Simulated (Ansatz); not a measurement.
InN (wurtzite)

```yaml
crystal:
  lattice:
    - [3.58053, 0.00000, 0.00000]
    - [-1.79026, 3.10083, 0.00000]
    - [0.00000, 0.00000, 5.78779]
  atoms:
    - { symbol: In, position: [0.66667, 0.33333, 0.50197] }
    - { symbol: In, position: [0.33333, 0.66667, 0.00197] }
    - { symbol: N, position: [0.66667, 0.33333, 0.12323] }
    - { symbol: N, position: [0.33333, 0.66667, 0.62323] }
```

Two coordinates are scanned: the volume, and the ratio of the stretch along z (the conventional c axis) to the stretch across it. Atoms keep their fractional coordinates.

The numbers are results of PBE (plane waves to 420 eV, PAW, scalar-relativistic; Ansatz, an electronic-structure program), not measurements. k mesh 11×11×6 (Γ-centred), Fermi-Dirac smearing 0.05 eV. Stress and pressure are positive under compression. As the atoms are clamped, bonds stretch with the cell, which overstates energies and stresses. With partly filled bands, the response to shear is sensitive to the k mesh, so small differences along c/a are uncertain. At this level the bands of InN touch or barely overlap; measurements give the solid a gap. InN was relaxed with its symmetry unable to fall. 

**Question.** What P (GPa) does the calculation give at all points of the grid V/V₀ = 0.960, 0.980, 1.000, 1.020, 1.040 by (c/a)/(c/a)₀ = 0.880, 0.940, 1.000, 1.060, 1.120?

**Answer.** P (GPa), with V/V₀ across and (c/a)/(c/a)₀ down:

```tsv
(c/a)/(c/a)₀ \ V/V₀	0.960	0.980	1.000	1.020	1.040
0.880	9.0	5.9	3.2	0.7	-1.5
0.940	6.2	3.3	0.6	-1.7	-3.8
1.000	5.5	2.6	0.0	-2.3	-4.3
1.060	6.3	3.4	0.8	-1.6	-3.7
1.120	8.3	5.3	2.5	0.1	-2.1
```

(A scan under strain: stresses follow from slopes of the energy per volume, elastic moduli from its curvatures.)
